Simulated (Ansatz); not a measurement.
# Two Ansatz runs on Y

The cell was built from the diamond type and relaxed in the same program; it needn't be a known or the stable phase. The listed cell was then made from it by scaling, straining or moving an atom.

First run: DFT, PBE, PAW with Ansatz's default frozen-core files, scalar-relativistic (Ansatz 0.2.0).

Command: `ansatz run input.yaml --threads 1 --pin off --max-ram 2048MiB --backend cpu --events-out ev --progress --plain --runs-dir out` The run took 3.2 s on 1 thread of Arm Neoverse V2, on a shared host.

```yaml
crystal:
  lattice:
    - [0.0, 3.5422739184, 3.5422739184]
    - [3.5422739184, 0.0, 3.5422739184]
    - [3.5422739184, 3.5422739184, 0.0]
  atoms:
    - { symbol: "Y", position: [0.0, 0.0, 0.0] }
    - { symbol: "Y", position: [0.25, 0.25, 0.25] }
kpoints:
  mp_grid: { grid: [9, 9, 9] }
scf:
  occupations: { method: fermi_dirac, width: 0.05 }
hamiltonian:
  xc: pbe
  pseudopotentials: { kind: paw }
output:
  forces: true
  stress: true
  eigenvalues: true
  efg: { contact_densities: true }
```

Result: converged; pressure -0.17 GPa; no gap on the k mesh; 6 SCF iterations.

The input is then changed:

```diff
@@ -8,7 +8,8 @@
     - { symbol: "Y", position: [0.25, 0.25, 0.25] }
 kpoints:
-  mp_grid: { grid: [9, 9, 9] }
+  mp_grid: { grid: [4, 4, 4] }
 scf:
   occupations: { method: fermi_dirac, width: 0.05 }
+  algorithm: density_mixing
 hamiltonian:
   xc: pbe
@@ -19,3 +20,5 @@
   eigenvalues: true
   efg: { contact_densities: true }
+basis:
+  ecutwfc: "800 eV"
```

Q: What does the second run give?

A: It converged; energy at zero smearing +7.8 meV/atom from the first run; pressure 0.34 GPa; no gap on the k mesh; 6 SCF iterations. Some of these settings are too coarse for converged properties.
